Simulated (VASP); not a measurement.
Here is a VASP 6.6.1 calculation.

The input INCAR:

```
SYSTEM = P
  PREC = Accurate
  ENCUT = 520
  EDIFF = 1E-6
  ISMEAR = 0
  SIGMA = 0.1
  LREAL = .FALSE.
  LASPH = .TRUE.
  NELM = 80
  ALGO = Fast
  ISIF = 2
  LWAVE = .FALSE.
  LCHARG = .TRUE.
  GGA = PE
  LELF = .TRUE.
  LVHAR = .TRUE.
  NBANDS = 8
```

Contents of KPOINTS:

```
Automatic mesh
0
G
  22 22 22
  0 0 0
```

File POSCAR:

```
P
1.0
    2.4448049511      0.0000000000      0.0000000000
    0.0000000000      2.4448049511      0.0000000000
    0.0000000000      0.0000000000      2.4448049511
P
1
Direct
    0.0000000000      0.0000000000      0.0000000000
```

Potentials or basis: VASP PAW PBE potentials, release 64 (P).

Launch:

```sh
$ cat potpaw_PBE.64/P/POTCAR > POTCAR
$ mpirun -np 1 vasp_std > vasp.out
```

Task: Predict the band gap on the k mesh.

Result: None (metal or under the smearing width).

Task: Predict the pressure.

Result: -0.3 GPa.
